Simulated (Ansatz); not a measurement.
Bulk crystal (Pt) after relaxation:

```cif
data_structure
_symmetry_space_group_name_H-M 'Fm-3m'
_symmetry_Int_Tables_number 225
_cell_length_a 3.9402
_cell_length_b 3.9402
_cell_length_c 3.9402
_cell_angle_alpha 90.000
_cell_angle_beta 90.000
_cell_angle_gamma 90.000
_cell_volume 61.17
loop_
_atom_site_label
_atom_site_type_symbol
_atom_site_symmetry_multiplicity
_atom_site_Wyckoff_symbol
_atom_site_fract_x
_atom_site_fract_y
_atom_site_fract_z
_atom_site_occupancy
Pt1 Pt 4 a 0.00000 0.00000 0.00000 1
```

Miller indices refer to the conventional cell of Fm-3m (No. 225), a = 3.940 Å, b = 3.940 Å, c = 3.940 Å, α = 90.00°, β = 90.00°, γ = 90.00°.

Consider the (111) slab of 5 planes, 9.1 Å thick with 15 Å of vacuum as cut; outer planes Pt (top) and Pt (bottom), all atoms relaxed.

All numbers below come from DFT r2SCAN, scalar-relativistic, plane waves, PAW (Ansatz). Plane waves to 500 eV, a k mesh through Γ of 15×15×1 on the computed 5-atom cell and Gaussian smearing (0.10 eV); no spin polarisation. A dipole correction removes the field between periodic images along c.

(1) Estimate the surface energy (mean of both faces).

(2) Estimate the work function.

(3) The top two planes lie 2.275 Å apart in the bulk. How does relaxation change this?

Spin-orbit coupling is left out, which matters for the bands of heavy elements.

Answers

(1) 1.71 J/m².

(2) 5.73 eV.

(3) The spacing becomes 2.300 Å (+1.1 %).